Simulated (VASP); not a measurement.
# CdSe (Cadmoselite) (P6_3mc) in VASP: a series of runs

CdSe (Cadmoselite) is run at these levels: PBEsol, BLYP, LDA; tasks: single point.

Program: VASP 6.6.1. These are calculated values, not measurements. Logs are shortened: lines on timing, memory, paths and dates and some standing lists are left out, and cuts for length are marked.

**What was measured.**

From a printed reference work, data compilation, for a bulk crystal of CdSe at 2 K: band gap 1.841 eV.

How close the calculation comes is told below.

## 1. The cell of the first run

It takes space group P6_3mc (No. 186, hexagonal). The conventional cell has a = 4.300 Å, b = 4.300 Å, c = 7.020 Å, α = 90.00°, β = 90.00°, γ = 120.00°. Within 3.4 Å of Cd (site symmetry 3m) lie 4 Se at 2.61 to 2.70 Å. Se (site symmetry 3m) has 4 Cd at 2.61 to 2.70 Å within 3.4 Å.

## 2. Single point, PBEsol

INCAR reads:

```
ALGO = Normal
EDIFF = 1E-7
ENCUT = 520
GGA = PS
ISIF = 2
ISMEAR = 0
LASPH = True
LCHARG = True
LELF = True
LREAL = False
LVHAR = True
LWAVE = False
NBANDS = 26
NELM = 80
PREC = Accurate
SIGMA = 0.01
```

KPOINTS reads:

```
k-points
0
Gamma
  6 6 4
```

POSCAR reads:

```
CdSe
1.0
    4.3000000000      0.0000000000      0.0000000000
   -2.1500000000      3.7239092400      0.0000000000
    0.0000000000      0.0000000000      7.0200000000
Cd Se
2 2
Direct
    0.3333333333      0.6666666667      0.0000000000
    0.6666666667      0.3333333333      0.5000000000
    0.3333333333      0.6666666667      0.3850000000
    0.6666666667      0.3333333333      0.8850000000
```

Potentials or basis: VASP PAW PBE potentials, release 64 (Cd, Se).

Run with:

```sh
$ cat potpaw_PBE.64/Cd/POTCAR potpaw_PBE.64/Se/POTCAR > POTCAR
$ mpirun -np 1 vasp_std > vasp.out
```

OUTCAR:

```text
EDIFF = 1E-7
   ENCUT = 520
   GGA = PS
   ISIF = 2
   ISMEAR = 0
   LASPH = True
   LREAL = False
   NELM = 80
   PREC = Accurate

 ion  position               nearest neighbor table
   1  0.333  0.667  0.000-   4 2.61   4 2.61   4 2.61   3 2.70
   2  0.667  0.333  0.500-   3 2.61   3 2.61   3 2.61   4 2.70
   3  0.333  0.667  0.385-   2 2.61   2 2.61   2 2.61   1 2.70
   4  0.667  0.333  0.885-   1 2.61   1 2.61   1 2.61   2 2.70

  LATTYP: Found a hexagonal cell.
 ALAT       =     4.3000000000
 C/A-ratio  =     1.6325581395

  Lattice vectors:

 A1 = (   4.3000000000,   0.0000000000,   0.0000000000)
 A2 = (  -2.1500000000,   3.7239092400,   0.0000000000)
 A3 = (   0.0000000000,   0.0000000000,   7.0200000000)

Analysis of symmetry for initial positions (statically):
=====================================================================
 Subroutine PRICEL returns:
 Original cell was already a primitive cell.

 Routine SETGRP: Setting up the symmetry group for a
 hexagonal supercell.

 Subroutine GETGRP returns: Found 12 space group operations
 (whereof  6 operations were pure point group operations)
 out of a pool of 24 trial point group operations.

The static configuration has the point symmetry C_3v.
 The point group associated with its full space group is C_6v.

Analysis of symmetry for dynamics (positions and initial velocities):
=====================================================================
 Subroutine PRICEL returns:
 Original cell was already a primitive cell.

 Routine SETGRP: Setting up the symmetry group for a
 hexagonal supercell.

 Subroutine GETGRP returns: Found 12 space group operations
 (whereof  6 operations were pure point group operations)
 out of a pool of 24 trial point group operations.

The dynamic configuration has the point symmetry C_3v.
 The point group associated with its full space group is C_6v.

 Subroutine INISYM returns: Found 12 space group operations
 (whereof  6 operations are pure point group operations),
 and found     1 'primitive' translations

----------------------------------------------------------------------------------------

                                     Primitive cell

  volume of cell :     112.4099

  direct lattice vectors                    reciprocal lattice vectors
     4.300000000  0.000000000  0.000000000     0.232558140  0.134267504  0.000000000
    -2.150000000  3.723909240  0.000000000     0.000000000  0.268535009  0.000000000
     0.000000000  0.000000000  7.020000000     0.000000000  0.000000000  0.142450142

  length of vectors
     4.300000000  4.300000003  7.020000000     0.268535009  0.268535009  0.142450142

  position of ions in fractional coordinates (direct lattice)
     0.333333333  0.666666667  0.000000000
     0.666666667  0.333333333  0.500000000
     0.333333333  0.666666667  0.385000000
     0.666666667  0.333333333  0.885000000

  ion indices of the primitive-cell ions
   primitive index   ion index
                 1           1
                 2           2
                 3           3
                 4           4

----------------------------------------------------------------------------------------

 KPOINTS: k-points

Automatic generation of k-mesh.
 Grid dimensions read from file:
 generate k-points for:    6    6    4

 Generating k-lattice:

  Cartesian coordinates                     Fractional coordinates (reciprocal lattice)
     0.038759690  0.022377917  0.000000000     0.166666667  0.000000000  0.000000000
     0.000000000  0.044755835  0.000000000     0.000000000  0.166666667  0.000000000
     0.000000000  0.000000000  0.035612536     0.000000000  0.000000000  0.250000000

  Length of vectors
     0.044755835  0.044755835  0.035612536

  Shift w.r.t. Gamma in fractional coordinates (k-lattice)
     0.000000000  0.000000000  0.000000000

 Subroutine IBZKPT returns following result:
 ===========================================

 Found     21 irreducible k-points:

 Following reciprocal coordinates:
            Coordinates               Weight
  0.000000  0.000000  0.000000      1.000000
  0.166667  0.000000  0.000000      6.000000
  0.333333  0.000000  0.000000      6.000000
  0.500000  0.000000  0.000000      3.000000
  0.166667  0.166667  0.000000      6.000000
  0.333333  0.166667  0.000000     12.000000
[... 13 lines left out ...]
  0.333333  0.166667  0.500000     12.000000
  0.333333  0.333333  0.500000      2.000000
   k-points           NKPTS =     21   k-points in BZ     NKDIM =     21   number of bands    NBANDS=     26
   number of dos      NEDOS =    301   number of ions     NIONS =      4
   total plane-waves  NPLWV =  55296
   dimension x,y,z NGX =    32 NGY =   32 NGZ =   54
   dimension x,y,z NGXF=    64 NGYF=   64 NGZF=  108
   ions per type =               2   2
   NGX,Y,Z   is equivalent  to a cutoff of  12.37, 12.37, 12.79 a.u.
   NGXF,Y,Z  is equivalent  to a cutoff of  24.74, 24.74, 25.58 a.u.
 SYSTEM =  unknown system
   PREC   = accura    normal or accurate (medium, high low for compatibility)
   ISTART =      0    job   : 0-new  1-cont  2-samecut
   ICHARG =      2    charge: 1-file 2-atom 10-const
   ISPIN  =      1    spin polarized calculation?
   LNONCOLLINEAR =      F non collinear calculations
   LSORBIT =      F    spin-orbit coupling
   LASPH  =      T    aspherical Exc in radial PAW
   ENCUT  =  520.0 eV  38.22 Ry    6.18 a.u.   8.00  8.00 13.05*2*pi/ulx,y,z
   NELM   =     80;   NELMIN=  2; NELMDL= -5     # of ELM steps
   EDIFF  = 0.1E-06   stopping-criterion for ELM
   LREAL  =      F    real-space projection
   EDIFFG = 0.1E-05   stopping-criterion for IOM
   NSW    =      0    number of steps for IOM
   IBRION =     -1    ionic relax: 0-MD 1-quasi-New 2-CG
   NFREE  =      0    steps in history (QN), initial steepest desc. (CG)
   ISIF   =      2    stress and relaxation
   ISYM   =      2    0-nonsym 1-usesym 2-fastsym
   POTIM  = 0.5000    time-step for ionic-motion
   TEBEG  =    0.0;   TEEND  =   0.0 temperature during run
   PSTRESS=    0.0 pullay stress
   NELECT =      36.0000    total number of electrons
   NUPDOWN=      -1.0000    fix difference up-down
   EMIN   =  10.00;   EMAX   =-10.00  energy-range for DOS
   EFERMI =   0.00;   METHOD = LEGACY
   ISMEAR =     0;   SIGMA  =   0.01  broadening in eV -4-tet -1-fermi 0-gaus
   EFERMI_NEDOS =   21; number of points for ismear=-14 and -15
   IALGO  =     38    algorithm
   IMIX   =      4    mixing-type and parameters
     AMIX     =   0.40;   BMIX     =  1.00
     AMIX_MAG =   1.60;   BMIX_MAG =  1.00
  volume/ion in A,a.u.               =      28.10       189.64
  Fermi-wavevector in a.u.,A,eV,Ry     =   1.120059  2.116604 17.068937  1.254531
  Thomas-Fermi vector in A             =   2.256702
   LORBIT       =      0    0 simple, 1 ext, 2 COOP (PROOUT), +10 PAW based schemes
   GGA     = PS    functional components
   LHFCALC =     F    Hartree Fock is set to
   AEXX    =    0.0000 exact exchange contribution
   IVDW    =     0    specifies the selected vdW correction
   LEPSILON=     F    determine dielectric tensor
   LRPA    =     F    only Hartree local field effects (RPA)
 non-spin polarized calculation
 Gauss-broadening in eV      SIGMA  =   0.01
  energy-cutoff  :      520.00
  volume of cell :      112.41
 maximum number of plane-waves:      3042
 NGX is ok and might be reduce to    32
   NGX = 15   NGY = 15   NGZ = 27

 number of electron      35.9999998 magnetization

 Free energy of the ion-electron system (eV)
  ---------------------------------------------------
  ext. energy  EPLUGINS =         0.00000000
  ---------------------------------------------------
  free energy    TOTEN  =       -12.32730910 eV

  energy without entropy =      -12.32730910  energy(sigma->0) =      -12.32730910

 E-fermi :   0.8776     XC(G=0):  -9.0930

 val. band max:        0.8082301327   @ k =   0.0000   0.0000   0.0000
 cond. band min:       1.3866438483   @ k =   0.0000   0.0000   0.0000
 fundamental gap:      0.5784137156
 Fermi energy:         0.8776264615

 k-point     1 :       0.0000    0.0000    0.0000
  band No.  band energies     occupation
      1     -11.8158      2.00000
      2     -11.4420      2.00000
      3      -7.1081      2.00000
      4      -7.1081      2.00000
      5      -7.0522      2.00000
      6      -7.0522      2.00000
[... 18 lines left out ...]
     25       7.7274      0.00000
     26       8.4047      0.00000

 k-point     2 :       0.1667    0.0000    0.0000
  band No.  band energies     occupation
      1     -11.7300      2.00000
      2     -11.4010      2.00000
      3      -7.0730      2.00000
      4      -7.0596      2.00000
      5      -7.0116      2.00000
      6      -7.0076      2.00000
[... 18 lines left out ...]
     25       7.9325      0.00000
     26       8.3798      0.00000

 k-point     3 :       0.3333    0.0000    0.0000
  band No.  band energies     occupation
      1     -11.5431      2.00000
      2     -11.3306      2.00000
      3      -7.0137      2.00000
      4      -7.0045      2.00000
      5      -6.9177      2.00000
      6      -6.8859      2.00000
[... 18 lines left out ...]
     25       8.5545      0.00000
     26       8.9455      0.00000

 k-point     4 :       0.5000    0.0000    0.0000
  band No.  band energies     occupation
      1     -11.4315      2.00000
      2     -11.3121      2.00000
      3      -6.9920      2.00000
      4      -6.9920      2.00000
      5      -6.8744      2.00000
      6      -6.8174      2.00000
[... 18 lines left out ...]
     25       8.5917      0.00000
     26      10.2886      0.00000

 k-point     5 :       0.1667    0.1667    0.0000
  band No.  band energies     occupation
      1     -11.5929      2.00000
      2     -11.3460      2.00000
      3      -7.0333      2.00000
      4      -7.0027      2.00000
      5      -6.9423      2.00000
      6      -6.9302      2.00000
[... 18 lines left out ...]
     25       8.5438      0.00000
     26       8.8584      0.00000

 k-point     6 :       0.3333    0.1667    0.0000
  band No.  band energies     occupation
      1     -11.4332      2.00000
      2     -11.3122      2.00000
      3      -7.0108      2.00000
      4      -6.9554      2.00000
      5      -6.8815      2.00000
      6      -6.8488      2.00000
[... 340 lines left out ...]
 k-point    18 :       0.5000    0.0000    0.5000
  band No.  band energies     occupation
      1     -11.3647      2.00000
      2     -11.3647      2.00000
      3      -6.9611      2.00000
      4      -6.9611      2.00000
      5      -6.9297      2.00000
      6      -6.9297      2.00000
[... 18 lines left out ...]
     25       8.8103      0.00000
     26       8.8103      0.00000

 k-point    19 :       0.1667    0.1667    0.5000
  band No.  band energies     occupation
      1     -11.4644      2.00000
      2     -11.4644      2.00000
      3      -6.9952      2.00000
      4      -6.9952      2.00000
      5      -6.9651      2.00000
      6      -6.9651      2.00000
[... 18 lines left out ...]
     25       8.3100      0.00000
     26       8.3100      0.00000

 k-point    20 :       0.3333    0.1667    0.5000
  band No.  band energies     occupation
      1     -11.3656      2.00000
      2     -11.3656      2.00000
      3      -6.9482      2.00000
      4      -6.9482      2.00000
      5      -6.9284      2.00000
      6      -6.9284      2.00000
[... 18 lines left out ...]
     25       8.7193      0.00000
     26       8.7193      0.00000

 k-point    21 :       0.3333    0.3333    0.5000
  band No.  band energies     occupation
      1     -11.3335      2.00000
      2     -11.3335      2.00000
      3      -6.9284      2.00000
      4      -6.9284      2.00000
      5      -6.9162      2.00000
      6      -6.9162      2.00000
[... 18 lines left out ...]
     25       9.4920      0.00000
     26       9.4922      0.00000

------------------------ aborting loop because EDIFF is reached ----------------------------------------

  FORCE on cell =-STRESS in cart. coord.  units (eV):
  Direction    XX          YY          ZZ          XY          YZ          ZX
  --------------------------------------------------------------------------------------
  -------------------------------------------------------------------------------------
  Total        0.8049330      0.8049330     -0.5448342      0.0000000      0.0000000      0.0000000
  in kB       11.4727011     11.4727012     -7.7655152      0.0000000      0.0000000      0.0000000
  external PRESSURE =       5.0599624 kB  Pullay stress =       0.0000000 kB

 VOLUME and BASIS-vectors are now :
 -----------------------------------------------------------------------------
  energy-cutoff  :      520.00
  volume of cell :      112.41
      direct lattice vectors                 reciprocal lattice vectors
     4.300000000  0.000000000  0.000000000     0.232558140  0.134267504  0.000000000
    -2.150000000  3.723909240  0.000000000     0.000000000  0.268535009  0.000000000
     0.000000000  0.000000000  7.020000000     0.000000000  0.000000000  0.142450142

 POSITION                                       TOTAL-FORCE (eV/Angst)
 -----------------------------------------------------------------------------------
     -0.00000      2.48261      0.00000         0.000000     -0.000000      0.275533
      2.15000      1.24130      3.51000        -0.000000      0.000000      0.275533
     -0.00000      2.48261      2.70270         0.000000     -0.000000     -0.275533
      2.15000      1.24130      6.21270        -0.000000     -0.000000     -0.275533
 -----------------------------------------------------------------------------------
    total drift:                               -0.000000     -0.000000      0.000108

  FREE ENERGIE OF THE ION-ELECTRON SYSTEM (eV)
  ---------------------------------------------------
  free  energy   TOTEN  =       -12.3273090955 eV

  energy  without entropy=      -12.3273090955  energy(sigma->0) =      -12.32730910
```

Run time: 44 s. Hardware: 1 thread of Intel Xeon Platinum 8375C at 2.90GHz (Ice Lake), shared host; peak memory 0.25 GiB.

What came out:

* Free energy: -12.3273 eV
* Pressure: 0.5 GPa
* Largest force: 0.276 eV/Å
* Band gap on the k mesh: 0.58 eV, direct

Forces in eV/Å, atoms in the order of the input:
```
Cd   0.000  0.000  0.276
Cd   0.000  0.000  0.276
Se   0.000  0.000 -0.276
Se   0.000  0.000 -0.276
```

Caveat: the PAW data sets were made with another functional, which shifts forces and pressure a little.

(Part 1 of 2 ends here.)
